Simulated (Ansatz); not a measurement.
Nuclear-site quantities of Te as the cell is scaled

```
CELL_PARAMETERS angstrom
4.23410 -2.37120 0.00000
4.23410 2.37120 0.00000
-0.13045 0.00000 3.95735
ATOMIC_POSITIONS crystal
Te 0.67600 0.67600 0.67500
Te 0.32400 0.32400 0.32500
Te 0.00000 0.00000 0.00000
```

Atom numbers follow the list: Te1, Te2, Te3.

The geometry is COD entry 1533530, unchecked; take it as a test cell.

No spin–orbit coupling, which matters for the heavy atoms here.

Computed with Ansatz 0.2.0, DFT, PBE, all-electron PAW with datasets made for the crystal, scalar-relativistic.

Sampling and basis: a Γ-centred 8×8×8 k mesh, Fermi–Dirac smearing of 0.05 eV, cutoff 160 eV (chosen by the program for this cell), no spin polarisation.

The contact density is the mean electron density over the nuclear volume; its changes set Mössbauer isomer shifts. Changes below are taken from the unscaled cell, where it is 1.46863e+06 e/Å³ at Te1, 1.46863e+06 e/Å³ at Te3.

Volumes at which the program chose other datasets or cutoffs are left out.

```tsv
V/V(cell)	P (GPa)	Δρ(0) Te1 (e/Å³)	Δρ(0) Te3 (e/Å³)
0.9800	11.4	-0.21	-0.24
0.9900	10.4	-0.10	-0.11
1.0000	9.4	0.00	0.00
1.0100	8.5	0.09	0.10
1.0200	7.6	0.17	0.20
1.0400	6.0	?	0.39
1.0600	4.6	?	?
```

Task: Give the missing entry: row "1.0600", column "Δρ(0) Te3 (e/Å³)".

Result: 0.54.

Task: What belongs in the row "1.0400", column "Δρ(0) Te1 (e/Å³)"?

Result: 0.32.

Task: Give the missing entry: row "1.0600", column "Δρ(0) Te1 (e/Å³)".

Result: 0.44.

The datasets are made afresh for each cell, so very small changes are uncertain. Scalar relativity leaves out the p1/2 density at heavy nuclei.
